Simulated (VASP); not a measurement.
A run of VASP 6.6.1 is set up as follows.

The input INCAR:

```
SYSTEM = TiN
ALGO = Normal ; CSHIFT = 0.1
EDIFF = 1E-7 ; ENCUT = 520
GGA = PE ; ISIF = 2
ISMEAR = 1 ; LASPH = .TRUE.
LCHARG = .FALSE. ; LOPTICS = .TRUE.
LREAL = .FALSE. ; LWAVE = .FALSE.
NEDOS = 2000 ; NELM = 100
PREC = Accurate ; SIGMA = 0.1
```

The input KPOINTS:

```
k-points
0
G
  26 26 26
  0 0 0
```

POSCAR

```
TiN                                     
1.0
    0.0000000000      2.1242465341      2.1242465341
    2.1242465341      0.0000000000      2.1242465341
    2.1242465341      2.1242465341     -0.0000000000
  Ti              N             
     1     1
Direct
     0.0000000000000000    0.0000000000000000    0.0000000000000000
     0.5000000000000000    0.5000000000000000    0.5000000000000000
```

Potentials or basis: VASP PAW PBE potentials, release 64 (Ti_sv, N).

The run is started by

```console
$ cat potpaw_PBE.64/Ti_sv/POTCAR potpaw_PBE.64/N/POTCAR > POTCAR
$ mpirun -np 1 vasp_std > vasp.out
```

(1) Estimate the pressure.

(2) What does it give for the band gap on the k mesh?

Answers

(1) 0.1 GPa.

(2) none (metal or under the smearing width).
